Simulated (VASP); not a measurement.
# Au (Im-3m) in VASP: settings compared

Aim: see how the results for Au move with the level of theory and the settings. Levels: SCAN0, TB-mBJ. Tasks: optical spectrum, density of states.

Everything below comes from runs of VASP 6.6.1. Logs are shortened: lines on timing, memory, paths and dates and some standing lists are left out, and cuts for length are marked.

## Step 1: The crystal as given

Symmetry: Im-3m, No. 229, cubic system. Conventional cell: a = 3.315 Å, b = 3.315 Å, c = 3.315 Å, α = 90.00°, β = 90.00°, γ = 90.00°. Au (site symmetry m-3m) is surrounded by 8 Au at 2.87 Å.

This isn't the form of Au at room conditions, which is fcc.

## Step 2: Optical spectrum, SCAN0 (volume scaled by 1.04)

The input, POSCAR:

```
Au
1.0
   -1.6790776720      1.6790776720      1.6790776720
    1.6790776720     -1.6790776720      1.6790776720
    1.6790776720      1.6790776720     -1.6790776720
Au
1
Cartesian
    0.0000000000      0.0000000000      0.0000000000
```

The input, INCAR.step1:

```
SYSTEM = Au
  ALGO = Normal
  EDIFF = 1E-5
  ENCUT = 550
  GGA = PE
  ISIF = 2
  ISMEAR = 1
  LASPH = .TRUE.
  LCHARG = .FALSE.
  LREAL = .FALSE.
  LWAVE = .TRUE.
  NBANDS = 54
  NELM = 60
  PREC = Accurate
  SIGMA = 0.1
```

The input, INCAR.step2:

```
SYSTEM = Au
  AEXX = 0.25
  ALGO = Normal
  CSHIFT = 0.05
  EDIFF = 1E-6
  ENCUT = 550
  ISIF = 2
  ISMEAR = 1
  ISTART = 1
  LASPH = .TRUE.
  LCHARG = .FALSE.
  LHFCALC = .TRUE.
  LMIXTAU = .TRUE.
  LOPTICS = .TRUE.
  LREAL = .FALSE.
  LWAVE = .FALSE.
  METAGGA = SCAN
  NBANDS = 54
  NEDOS = 1000
  NELM = 60
  PREC = Accurate
  PRECFOCK = Fast
  SIGMA = 0.1
```

The input, KPOINTS:

```
k-points
0
G
  6 6 6
  0 0 0
```

Potentials or basis: VASP PAW PBE potentials, release 64 (Au_GW).

Started as:

```console
> cat potpaw_PBE.64/Au_GW/POTCAR > POTCAR
> cp INCAR.step1 INCAR
> mpirun -np 1 vasp_std > vasp.out
> cp INCAR.step2 INCAR
> mpirun -np 1 vasp_std > vasp.out
```

OUTCAR:

```text
SYSTEM = Au
   AEXX = 0.25
   EDIFF = 1E-6
   ENCUT = 550
   ISIF = 2
   ISMEAR = 1
   ISTART = 1
   LASPH = .TRUE.
   LHFCALC = .TRUE.
   LREAL = .FALSE.
   METAGGA = SCAN
   NELM = 60
   PREC = Accurate
   PRECFOCK = Fast

 ion  position               nearest neighbor table
   1  0.000  0.000  0.000-

  LATTYP: Found a body centered cubic cell.
 ALAT       =     3.3581553440

  Lattice vectors:

 A1 = (  -1.6790776720,   1.6790776720,   1.6790776720)
 A2 = (   1.6790776720,  -1.6790776720,   1.6790776720)
 A3 = (   1.6790776720,   1.6790776720,  -1.6790776720)

Analysis of symmetry for initial positions (statically):
=====================================================================
 Subroutine PRICEL returns:
 Original cell was already a primitive cell.

 Routine SETGRP: Setting up the symmetry group for a
 body centered cubic supercell.

 Subroutine GETGRP returns: Found 48 space group operations
 (whereof 48 operations were pure point group operations)
 out of a pool of 48 trial point group operations.

The static configuration has the point symmetry O_h .

Analysis of symmetry for dynamics (positions and initial velocities):
=====================================================================
 Subroutine PRICEL returns:
 Original cell was already a primitive cell.

 Routine SETGRP: Setting up the symmetry group for a
[... 485 lines left out ...]
  --------------------------------------------------------------------------------------
  -------------------------------------------------------------------------------------
  Total       -1.4768322     -1.4768322     -1.4768322      0.0000000      0.0000000      0.0000000
  in kB     -124.9595304   -124.9595304   -124.9595304      0.0000000      0.0000000      0.0000000
  external PRESSURE =    -124.9595304 kB  Pullay stress =       0.0000000 kB

 VOLUME and BASIS-vectors are now :
 -----------------------------------------------------------------------------
  energy-cutoff  :      550.00
  volume of cell :       18.94
      direct lattice vectors                 reciprocal lattice vectors
    -1.679077672  1.679077672  1.679077672     0.000000000  0.297782532  0.297782532
     1.679077672 -1.679077672  1.679077672     0.297782532  0.000000000  0.297782532
     1.679077672  1.679077672 -1.679077672     0.297782532  0.297782532  0.000000000

 POSITION                                       TOTAL-FORCE (eV/Angst)
 -----------------------------------------------------------------------------------
      0.00000      0.00000      0.00000        -0.000000     -0.000000      0.000000
 -----------------------------------------------------------------------------------
    total drift:                                0.000000      0.000000     -0.000000

  FREE ENERGIE OF THE ION-ELECTRON SYSTEM (eV)
  ---------------------------------------------------
  free  energy   TOTEN  =       -53.1425310321 eV

  energy  without entropy=      -53.1389369192  energy(sigma->0) =      -53.14133299

 electrical conductivity sigma (Mega S m-1) (frequency dependency in vasprun.xml)
  --------------------------------------------------------------------------------------
       2.660       0.000       0.000
      -0.000       2.660       0.000
      -0.000       0.000       2.660

  frequency dependent IMAGINARY DIELECTRIC FUNCTION (independent particle, no local field effects) density-density
     E(ev)      X         Y         Z        XY        YZ        ZX
  --------------------------------------------------------------------------------------------------------------
     0.00000     0.00000     0.00000     0.00000     0.00000     0.00000     0.00000
     1.41763     0.00000     0.00000     0.00000     0.00000    -0.00000    -0.00000
     2.83526     0.00000     0.00000     0.00000     0.00000    -0.00000    -0.00000
     4.25288    40.82914    40.82914    40.82914     0.00000    -0.00000     0.00000
     5.67051     4.20509     4.20509     4.20509     0.00000     0.00000    -0.00000
     7.08814     0.35480     0.35480     0.35480     0.00000    -0.00000     0.00000
[... 92 lines left out ...]
   138.92754     0.00000     0.00000     0.00000     0.00000    -0.00000    -0.00000
   140.34517     0.00000     0.00000     0.00000     0.00000    -0.00000    -0.00000

  frequency dependent      REAL DIELECTRIC FUNCTION (independent particle, no local field effects) density-density
     E(ev)        X           Y           Z          XY          YZ          ZX
  --------------------------------------------------------------------------------------------------------------
     0.00000     5.43012     5.43012     5.43012    -0.00000    -0.00000     0.00000
     1.41763     5.70285     5.70285     5.70285    -0.00000    -0.00000     0.00000
     2.83526     7.03721     7.03721     7.03721    -0.00000    -0.00000     0.00000
     4.25288    12.58352    12.58352    12.58352    -0.00000    -0.00000     0.00000
     5.67051    -2.85825    -2.85825    -2.85825     0.00000     0.00000    -0.00000
     7.08814     2.29846     2.29846     2.29846    -0.00000     0.00000    -0.00000
[... 92 lines left out ...]
   138.92754     0.92457     0.92457     0.92457     0.00000     0.00000    -0.00000
   140.34517     0.92641     0.92641     0.92641     0.00000     0.00000    -0.00000

  frequency dependent IMAGINARY DIELECTRIC FUNCTION (independent particle, no local field effects) current-current
     E(ev)      X         Y         Z        XY        YZ        ZX
  --------------------------------------------------------------------------------------------------------------
     0.00000     0.00000     0.00000     0.00000     0.00000     0.00000     0.00000
     1.41763     0.00000     0.00000     0.00000     0.00000     0.00000     0.00000
     2.83526     0.00000     0.00000     0.00000    -0.00000    -0.00000     0.00000
     4.25288    41.16480    41.16480    41.16480    -0.00000    -0.00000     0.00000
     5.67051     4.16061     4.16061     4.16061     0.00000     0.00000    -0.00000
     7.08814     0.36172     0.36172     0.36172     0.00000     0.00000     0.00000
[... 92 lines left out ...]
   138.92754     0.00000     0.00000     0.00000     0.00000     0.00000     0.00000
   140.34517     0.00000     0.00000     0.00000     0.00000     0.00000     0.00000

  frequency dependent      REAL DIELECTRIC FUNCTION (independent particle, no local field effects) current-current
     E(ev)        X           Y           Z          XY          YZ          ZX
  --------------------------------------------------------------------------------------------------------------
     0.00000     5.43086     5.43086     5.43086    -0.00000    -0.00000    -0.00000
     1.41763     5.70090     5.70090     5.70090    -0.00000    -0.00000    -0.00000
     2.83526     7.03407     7.03407     7.03407    -0.00000    -0.00000    -0.00000
     4.25288    11.39640    11.39640    11.39640    -0.00000    -0.00000    -0.00000
     5.67051    -2.95313    -2.95313    -2.95313     0.00000     0.00000     0.00000
     7.08814     2.29272     2.29272     2.29272     0.00000     0.00000     0.00000
[... 92 lines left out ...]
   138.92754     0.92458     0.92458     0.92458    -0.00000    -0.00000     0.00000
   140.34517     0.92641     0.92641     0.92641    -0.00000    -0.00000     0.00000
```

OUTCAR.step1:

```text
SYSTEM = Au
   EDIFF = 1E-5
   ENCUT = 550
   GGA = PE
   ISIF = 2
   ISMEAR = 1
   LASPH = .TRUE.
[... 528 lines left out ...]
 POSITION                                       TOTAL-FORCE (eV/Angst)
 -----------------------------------------------------------------------------------
      0.00000      0.00000      0.00000         0.000000      0.000000      0.000000
 -----------------------------------------------------------------------------------
    total drift:                                0.000000      0.000000      0.000000

  FREE ENERGIE OF THE ION-ELECTRON SYSTEM (eV)
  ---------------------------------------------------
  free  energy   TOTEN  =        -3.0987356762 eV

  energy  without entropy=       -3.0961204289  energy(sigma->0) =       -3.09786393
```

Run time: 36 min. Hardware: 1 thread of Intel Xeon Platinum 8259CL at 2.50GHz (Skylake/Cascade Lake), shared host; peak memory 0.18 GiB.

Results:

```yaml
Free_energy: -53.1425 eV
Pressure: -12.5 GPa
Band_gap_on_the_k_mesh: none (metal or under the smearing width)
```

Levels at points of the mesh, in eV from the Fermi level:
```csv
k point,band 2,band 3,band 4,band 5,band 6,band 7,band 8,band 9,band 10,band 11
"(0.00, 0.00, 0.00)",-6.38,-6.38,-6.38,-4.74,-4.74,17.85,17.85,17.85,24.24,24.24
"(0.50, 0.00, 0.00)",-7.38,-4.81,-4.53,-3.02,-0.80,3.54,13.51,14.49,22.19,22.70
"(0.50, 0.50, 0.50)",-8.21,-3.42,-3.42,-3.42,6.98,6.98,6.98,9.85,16.37,16.37
```

Dielectric function (mean over the directions given):
| energy (eV) | real part | imaginary part |
| --- | --- | --- |
| 0.28 | 5.44 | 0.00 |
| 0.71 | 5.49 | 0.00 |
| 1.28 | 5.65 | 0.00 |
| 1.70 | 5.84 | 0.00 |
| 2.27 | 6.26 | 0.00 |
| 2.69 | 6.79 | 0.00 |
| 3.26 | 8.15 | 0.00 |
| 3.69 | 10.71 | 0.00 |
| 4.25 | 12.58 | 40.83 |
| 4.82 | 1.18 | 0.48 |
| 5.25 | 2.60 | 9.73 |
| 5.81 | -2.25 | 2.40 |
| 6.24 | 1.65 | -0.10 |
| 6.80 | 1.24 | -0.01 |
| 7.23 | 2.50 | 0.34 |
| 7.80 | 4.85 | -0.06 |
| 8.36 | 4.23 | -0.08 |
| 8.79 | 5.47 | 5.58 |
| 9.36 | 0.75 | 2.68 |
| 9.78 | 4.27 | 2.55 |
| 10.35 | 1.35 | 3.37 |
| 10.77 | -1.59 | 0.06 |
| 11.34 | -0.78 | 3.46 |
| 11.77 | 0.84 | 0.26 |
| 12.33 | 1.38 | 3.48 |
| 12.90 | 1.40 | 1.45 |
| 13.33 | 2.17 | 0.52 |
| 13.89 | -0.09 | 2.89 |
| 14.32 | 1.13 | 0.00 |
| 14.89 | 2.80 | 0.89 |
| 15.31 | 1.29 | 0.19 |
| 15.88 | 3.02 | -0.21 |
| 16.44 | 0.91 | -0.04 |
| 16.87 | 0.44 | 1.94 |
| 17.44 | 2.28 | 1.00 |
| 17.86 | 1.83 | 2.29 |
| 18.43 | 2.36 | 2.34 |
| 18.85 | 3.25 | 3.18 |
| 19.42 | 1.77 | 0.39 |
| 19.99 | 0.68 | 2.23 |

Caveat: the k mesh is coarse (spacing up to 0.44 Å⁻¹), so the values aren't converged, least of all with exact exchange; spectra need much finer meshes, so this one isn't converged; independent-particle spectra lack excitons; the intraband (Drude) part of a metal's response may be missing; the PAW data sets were made with another functional, which shifts forces and pressure a little. Spin-orbit coupling is left out, which matters for the levels of Au.

## Step 3: Density of states, TB-mBJ

The input, POSCAR:

```
Au
1.0
   -1.6572690000      1.6572690000      1.6572690000
    1.6572690000     -1.6572690000      1.6572690000
    1.6572690000      1.6572690000     -1.6572690000
Au
1
Direct
    0.0000000000      0.0000000000      0.0000000000
```

The input, INCAR.step1:

```
ALGO = Normal
EDIFF = 1E-5
ENCUT = 600
GGA = PE
ISIF = 2
ISMEAR = -5
LASPH = True
LCHARG = False
LMAXMIX = 4
LREAL = False
LWAVE = True
NBANDS = 16
NELM = 100
PREC = Accurate
SIGMA = 0.05
```

The input, INCAR.step2:

```
ALGO = Normal
EDIFF = 1E-6
ENCUT = 600
ISIF = 2
ISMEAR = -5
ISTART = 1
LASPH = True
LCHARG = False
LMAXMIX = 4
LORBIT = 11
LREAL = False
LWAVE = False
METAGGA = MBJ
NBANDS = 16
NEDOS = 2001
NELM = 100
PREC = Accurate
SIGMA = 0.05
```

The input, KPOINTS:

```
k-points
0
Gamma
  11 11 11
```

Potentials or basis: VASP PAW PBE potentials, release 64 (Au_sv_GW).

Started as:

```console
> cat potpaw_PBE.64/Au_sv_GW/POTCAR > POTCAR
> cp INCAR.step1 INCAR
> mpirun -np 1 vasp_std > vasp.out
> cp INCAR.step2 INCAR
> mpirun -np 1 vasp_std > vasp.out
```

It took 62 s on 1 thread of Intel Xeon Platinum 8259CL at 2.50GHz (Skylake/Cascade Lake), shared host; peak memory 0.16 GiB.

It converged, with:

```
Band gap on the k mesh                                : none (metal or under the smearing width)
Valence electrons inside the program's atomic spheres : Au 18.01
```

Levels at points of the mesh, in eV from the Fermi level:
| k point | band 8 | band 9 | band 10 | band 11 | band 12 | band 13 |
| --- | --- | --- | --- | --- | --- | --- |
| (0.00, 0.00, 0.00) | -4.90 | -3.29 | -3.29 | 16.70 | 16.70 | 16.70 |

States per cell in windows of 1 eV (zero at the Fermi level; states under -8 eV left out):
```tsv
from (eV)	total	Au1_d	Au1_p	Au1_s	Au1_f
-8.0	0.15	0.02	0.01	0.04	0.00
-7.0	1.41	0.91	0.03	0.11	0.00
-6.0	2.35	2.06	0.04	0.02	0.00
-5.0	1.86	1.60	0.07	0.03	0.00
-4.0	3.28	3.25	0.03	0.02	0.00
-3.0	1.41	1.37	0.02	0.02	0.00
-2.0	0.25	0.15	0.02	0.02	0.00
-1.0	0.27	0.12	0.04	0.03	0.00
0.0	0.28	0.10	0.05	0.04	0.00
1.0	0.29	0.09	0.05	0.05	0.00
2.0	0.29	0.07	0.04	0.08	0.00
3.0	0.23	0.05	0.04	0.07	0.00
4.0	0.36	0.07	0.07	0.08	0.00
5.0	0.39	0.06	0.10	0.08	0.00
6.0	0.33	0.04	0.10	0.06	0.00
7.0	0.34	0.05	0.11	0.04	0.00
```

Caveat: the PAW data sets were made with another functional, which shifts forces and pressure a little; tetrahedron occupations give inexact forces and stress in metals. The run has no spin-orbit coupling, so splittings on Au are missing.

## Step 4: For comparison

An earlier run on the cell as given: functional PBE; potentials or basis VASP PAW PBE potentials, release 64 (Au); cutoff 520 eV; k mesh 11 × 11 × 11; occupations fermi-dirac, width 0.05 eV; no spin polarisation.

- Pressure: -1.1 GPa
- Band gap on the k mesh: none (metal or under the smearing width)

## Step 5: Overview

| task | level | potentials or basis | cell | k mesh | cutoff (eV) | smearing | grid for exact exchange (PRECFOCK) | exchange at q = 0 | mesh quality | gap on the mesh (eV) | pressure (GPa) |
| --- | --- | --- | --- | --- | --- | --- | --- | --- | --- | --- | --- |
| optical spectrum | SCAN0 | VASP PAW PBE potentials, release 64 (Au_GW) | volume scaled by 1.04 | 6 × 6 × 6 | 550 | methfessel-paxton 0.1 eV | Fast | default | coarse | none | -12.5 |
| density of states | TB-mBJ | VASP PAW PBE potentials, release 64 (Au_sv_GW) | as given | 11 × 11 × 11 | 600 | tetrahedron | - | - | not flagged | none | - |
| single point | PBE | VASP PAW PBE potentials, release 64 (Au) | as given | 11 × 11 × 11 | 520 | fermi-dirac 0.05 eV | - | - | not flagged | none | -1.1 |

Alike in all rows: no spin polarisation.

Caveats: some runs use coarse meshes; the PAW data sets were made with another functional, which shifts forces and pressure a little (some runs); spectra need much finer meshes, so this one isn't converged (some runs); independent-particle spectra lack excitons (some runs); the intraband (Drude) part of a metal's response may be missing (some runs); tetrahedron occupations give inexact forces and stress in metals (some runs).

Total energies depend on the potentials used, so only differences within one code and one set of settings carry meaning.
